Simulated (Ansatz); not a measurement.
The system is K.

```
K
1.0
    -2.69756    2.69756    2.69756
     2.69756   -2.69756    2.69756
     2.69756    2.69756   -2.69756
K
1
Direct
  0.00000 0.00000 0.00000
```

* Program: Ansatz 0.2.0
* Task: relaxation of cell and atoms
* Functional: LDA
* Potentials or basis: Ansatz PAW
* Cutoff: 420 eV (not typed: the program's choice for these potentials)
* k mesh: 7 × 7 × 7
* Occupations: fermi-dirac, width 0.05 eV
* Spin: no spin polarisation

At the start: volume 78.52 Å³/atom.

Problem. How do energy, volume and symmetry change on relaxing?

Solution. It ends after 6 steps and the volume is 64.08 Å³/atom (-18.4 %); space group Im-3m (No. 229, to 0.05 Å).

The path:
```
step  energy change (eV)  largest force (eV/Å)  volume (Å³)
   1              0.0000                0.0000        78.52
   2             -0.0056                0.0000        77.03
   3             -0.0320                0.0000        66.24
   4             -0.0329                0.0000        63.40
   5             -0.0330                0.0000        64.08
   6             -0.0329                0.0000        64.08
```

Final structure:
```xyz
1
Lattice="-2.5209 2.5209 2.5209 2.5209 -2.5209 2.5209 2.5209 2.5209 -2.5209" Properties=species:S:1:pos:R:3 pbc="T T T"
K     0.0000    0.0000    0.0000
```

Caveat: the volume moved by over 15 % at a fixed basis, so the end points are rough; the plane-wave basis is chosen anew once the cell has moved, so the energies of steps on either side of that aren't comparable; the PAW data sets come from PBE, with cores solved anew for the run's functional, which leaves a small shift of forces and pressure.
